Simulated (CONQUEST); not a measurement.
**Pb under changes of volume**

One of the cells (30.323 Å³/atom); the others are scaled copies at fixed shape and fractional positions:

```
Pb
1.0
     3.50021    0.00000    0.00000
     0.00000    3.50021    0.00000
     0.00000    0.00000    4.95004
Pb
2
Direct
  0.00000 0.00000 0.00000
  0.50000 0.50000 0.50000
```

| Property | Result |
| --- | --- |
| Program | CONQUEST 1.3 |
| Functional | LDA |
| Potentials or basis | PseudoDojo NC LDA, DZP, grid of 36 × 36 × 48 points |
| k mesh | 8 × 8 × 6 |
| Occupations | fermi-dirac, width 0.05 eV |
| Spin | no spin polarisation |

| volume (Å³/atom) | energy over the lowest point (meV/atom) | pressure (GPa) |
| --- | --- | --- |
| 28.503 | ? | ? |
| 29.110 | 0.89 | 0.4 |
| 29.716 | 0.00 | -0.1 |
| 30.323 | 2.88 | -1.2 |
| 30.929 | 9.54 | -2.2 |
| 31.535 | 19.19 | -2.7 |
| 32.142 | 30.23 | -3.1 |

What does the run at 28.503 Å³/atom give?

Energy over the lowest point 4.60 meV/atom; pressure 1.7 GPa.

Worked out: A Birch-Murnaghan fit of order 3 (a polynomial in V^(-2/3)) to the other rows has its minimum at 29.55 Å³/atom with B0 = V·E''(V) = 59 GPa (rough, since the energies scatter). It gives 7.53 meV/atom at 28.503 Å³/atom, against the run's 4.60, and -dE/dV = 2.6 GPa, against 1.7.

Energies are extrapolated to zero smearing.

Caveats: the basis of atomic orbitals isn't converged, which shifts pressures, moduli and gaps; the real-space grid breaks the cell's symmetry a little (some runs).
